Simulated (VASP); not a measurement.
# NiO (F-43m) in VASP: a series of runs, part 2 of 2

VASP 6.6.1. The steps go on from the part before.

### Step 3. Electron localisation function, PBEsol, collinear spin, ferromagnetic start

INCAR

```
PREC = Accurate
ENCUT = 520
EDIFF = 1E-7
ISMEAR = 0
SIGMA = 0.02
LREAL = False
LASPH = True
NELM = 150
ALGO = Fast
ISIF = 2
LWAVE = False
LCHARG = True
ISPIN = 2
MAGMOM = 1 0
LORBIT = 11
LMAXMIX = 4
GGA = PS
LELF = True
```

KPOINTS

```
regular mesh
0
Gamma
  10 10 10
```

POSCAR

```
NiO
1.0
    0.0000000000      2.2406300000      2.2406300000
    2.2406300000      0.0000000000      2.2406300000
    2.2406300000      2.2406300000      0.0000000000
Ni O
1 1
Direct
    0.0000000000      0.0000000000      0.0000000000
    0.7500000000      0.7500000000      0.7500000000
```

Potentials or basis: VASP PAW PBE potentials, release 64 (Ni, O).

Command:

```sh
$ cat potpaw_PBE.64/Ni/POTCAR potpaw_PBE.64/O/POTCAR > POTCAR
$ mpirun -np 1 vasp_std > vasp.out
```

Wall time 12 s (1 thread of Intel Xeon 6975P-C (Granite Rapids), shared host); peak memory 0.16 GiB.

Results (log left out):

```yaml
Free_energy: -12.4650 eV
Pressure: -8.2 GPa
Band_gap_on_the_k_mesh: none (metal or under the smearing width)
Net_moment: 1.80 μB per cell
Site_moments: Ni +1.41; O +0.34 μB
Valence_electrons_inside_the_program's_atomic_spheres: Ni 9.12; O 4.94
```

Levels at points of the mesh, in eV from the Fermi level:
Spin up:
```tsv
k point	band 7	band 8	band 9	band 10	band 11	band 12
(0.00, 0.00, 0.00)	0.28	0.28	0.28	0.40	14.20	14.20
(0.50, 0.00, 0.00)	-2.25	-0.55	-0.55	5.80	7.26	13.72
(0.50, 0.50, 0.00)	-1.72	-1.72	-1.68	5.34	9.95	11.03
```
Spin down:
```
           k point  band 4  band 5  band 6  band 7  band 8  band 9  band 10  band 11
(0.00, 0.00, 0.00)   -5.02   -1.24   -1.24    0.68    1.74    1.74     1.74    14.45
(0.50, 0.00, 0.00)   -4.77   -1.06   -1.06   -0.78    0.84    0.84     6.08     7.75
(0.50, 0.50, 0.00)   -4.43   -1.57   -0.93   -0.65   -0.14   -0.14     5.80    10.53
```

Caveat: the PAW data sets were made with another functional, which shifts forces and pressure a little; a cell with one magnetic atom can't hold antiferromagnetic order, which such compounds often take; semilocal functionals often make such compounds metallic where correlation or magnetic order opens a gap, which also shifts bond lengths.

### Step 4. Atomic charges, PBE, collinear spin, ferromagnetic start

INCAR

```
SYSTEM = NiO
PREC = Accurate
ENCUT = 520
EDIFF = 1E-6
ISMEAR = 0
SIGMA = 0.02
LREAL = .False.
LASPH = .True.
NELM = 100
ALGO = Normal
ISIF = 2
LWAVE = .False.
LCHARG = .False.
ISPIN = 2
MAGMOM = 1 0
LORBIT = 11
LMAXMIX = 4
GGA = PE
```

KPOINTS

```
regular mesh
0
Gamma
  10 10 10
  0 0 0
```

POSCAR is that of step 3.

Potentials or basis: VASP PAW PBE potentials, release 64 (Ni, O).

Command:

```sh
$ cat potpaw_PBE.64/Ni/POTCAR potpaw_PBE.64/O/POTCAR > POTCAR
$ mpirun -np 1 vasp_std > vasp.out
```

OUTCAR:

```text
SYSTEM = NiO
   PREC = Accurate
   ENCUT = 520
   EDIFF = 1E-6
   ISMEAR = 0
   LREAL = .False.
   LASPH = .True.
   NELM = 100
   ISIF = 2
   ISPIN = 2
   LORBIT = 11
   GGA = PE

 ion  position               nearest neighbor table
   1  0.000  0.000  0.000-   2 1.94   2 1.94   2 1.94   2 1.94
   2  0.750  0.750  0.750-   1 1.94   1 1.94   1 1.94   1 1.94

  LATTYP: Found a face centered cubic cell.
 ALAT       =     4.4812600000

  Lattice vectors:

 A1 = (   0.0000000000,   2.2406300000,   2.2406300000)
 A2 = (   2.2406300000,   0.0000000000,   2.2406300000)
 A3 = (   2.2406300000,   2.2406300000,   0.0000000000)

[... 982 lines left out ...]
 VOLUME and BASIS-vectors are now :
 -----------------------------------------------------------------------------
  energy-cutoff  :      520.00
  volume of cell :       22.50
      direct lattice vectors                 reciprocal lattice vectors
     0.000000000  2.240630000  2.240630000    -0.223151524  0.223151524  0.223151524
     2.240630000  0.000000000  2.240630000     0.223151524 -0.223151524  0.223151524
     2.240630000  2.240630000  0.000000000     0.223151524  0.223151524 -0.223151524

 POSITION                                       TOTAL-FORCE (eV/Angst)
 -----------------------------------------------------------------------------------
      0.00000      0.00000      0.00000         0.000000      0.000000      0.000000
      3.36095      3.36095      3.36095        -0.000000     -0.000000     -0.000000
 -----------------------------------------------------------------------------------
    total drift:                               -0.000001     -0.000001     -0.000001

  FREE ENERGIE OF THE ION-ELECTRON SYSTEM (eV)
  ---------------------------------------------------
  free  energy   TOTEN  =       -11.5935074612 eV

  energy  without entropy=      -11.5928315795  energy(sigma->0) =      -11.59316952

 total charge

# of ion       s       p       d       tot
------------------------------------------
    1        0.380   0.479   8.241   9.099
    2        1.556   3.418   0.000   4.974
--------------------------------------------------
tot          1.936   3.897   8.241  14.074

 magnetization (x)

# of ion       s       p       d       tot
------------------------------------------
    1        0.003   0.040   1.468   1.511
    2        0.016   0.351   0.000   0.367
--------------------------------------------------
tot          0.020   0.390   1.468   1.878
```

OSZICAR:

```text
N       E                     dE             d eps       ncg     rms          rms(c)
DAV:   1     0.920672559153E+02    0.92067E+02   -0.76891E+03  2452   0.144E+03
DAV:   2    -0.773816109914E+01   -0.99805E+02   -0.88275E+02  2614   0.283E+02
DAV:   3    -0.142472271017E+02   -0.65091E+01   -0.62816E+01  2744   0.828E+01
DAV:   4    -0.143213906380E+02   -0.74164E-01   -0.74102E-01  2754   0.900E+00
DAV:   5    -0.143229302837E+02   -0.15396E-02   -0.15396E-02  2744   0.136E+00    0.177E+01
DAV:   6    -0.138085302478E+02    0.51440E+00   -0.30313E+01  2691   0.107E+02    0.236E+01
DAV:   7    -0.115882905202E+02    0.22202E+01   -0.12190E+01  2718   0.899E+01    0.683E+00
DAV:   8    -0.116052136602E+02   -0.16923E-01   -0.60013E-01  2734   0.103E+01    0.385E+00
DAV:   9    -0.115907431849E+02    0.14470E-01   -0.11978E-01  3561   0.643E+00    0.141E+00
DAV:  10    -0.115948302839E+02   -0.40871E-02   -0.11799E-02  2728   0.162E+00    0.629E-01
DAV:  11    -0.115934107809E+02    0.14195E-02   -0.15090E-02  3391   0.264E+00    0.222E-01
DAV:  12    -0.115934948959E+02   -0.84115E-04   -0.16491E-03  2923   0.671E-01    0.632E-02
DAV:  13    -0.115935010344E+02   -0.61385E-05   -0.37971E-04  3132   0.200E-01    0.356E-02
DAV:  14    -0.115935077337E+02   -0.66993E-05   -0.24205E-05  2850   0.793E-02    0.185E-02
DAV:  15    -0.115935074007E+02    0.33301E-06   -0.12042E-05  2765   0.376E-02    0.468E-03
DAV:  16    -0.115935074612E+02   -0.60509E-07   -0.48906E-07  1515   0.101E-02
   1 F= -.11593507E+02 E0= -.11593170E+02  d E =-.675882E-03  mag=     1.9356
```

It took 11 s on 1 thread of Intel Xeon 6975P-C (Granite Rapids), shared host; peak memory 0.16 GiB.

Results:

```yaml
Free_energy: -11.5935 eV
Pressure: 0.4 GPa
Band_gap_on_the_k_mesh: none (metal or under the smearing width)
Net_moment: 1.94 μB per cell
Site_moments: Ni +1.51; O +0.37 μB
Valence_electrons_inside_the_program's_atomic_spheres: Ni 9.10; O 4.97
```

Caveat: a cell with one magnetic atom can't hold antiferromagnetic order, which such compounds often take; semilocal functionals often make such compounds metallic where correlation or magnetic order opens a gap, which also shifts bond lengths. With open d or f shells a metallic result of PBE can be an artefact of self-interaction; +U or a hybrid may open a gap.

### Step 5. For comparison

An earlier run on the cell as given: functional PBE; potentials or basis VASP PAW PBE potentials, release 64 (Ni, O); cutoff 520 eV; k mesh 10 × 10 × 10; occupations fermi-dirac, width 0.05 eV; collinear spin, ferromagnetic start; starting moments [1.0, 0.0] μB.

* Pressure: 0.3 GPa
* Band gap on the k mesh: none (metal or under the smearing width)
* Net moment: 1.91 μB per cell
* Site moments: Ni +1.50; O +0.36 μB
* Valence electrons inside the program's atomic spheres: Ni 9.10; O 4.97

### Step 6. Overview

| task | level | smearing | gap on the mesh (eV) | pressure (GPa) | moment (μB) |
| --- | --- | --- | --- | --- | --- |
| atomic charges | PBEsol | gaussian 0.02 eV | none | -8.2 | 1.79 |
| electron localisation function | PBEsol | gaussian 0.02 eV | none | -8.2 | 1.80 |
| atomic charges | PBE | gaussian 0.02 eV | none | 0.4 | 1.94 |
| single point | PBE | fermi-dirac 0.05 eV | none | 0.3 | 1.91 |

Alike in all rows: potentials or basis VASP PAW PBE potentials, release 64 (Ni, O); spin collinear, ferromagnetic start; cell as given; k mesh 10 × 10 × 10; cutoff (eV) 520.

Every run on the cell as given and a fine mesh finds a metal. The pressure there spans -8.2 GPa (PBEsol) to 0.4 GPa (PBE); a positive pressure means that this level wants a larger cell, a negative one a smaller.

Caveats: a cell with one magnetic atom can't hold antiferromagnetic order, which such compounds often take; semilocal functionals often make such compounds metallic where correlation or magnetic order opens a gap, which also shifts bond lengths; the PAW data sets were made with another functional, which shifts forces and pressure a little (some runs).

Absolute energies hang on the potentials; compare differences alone.
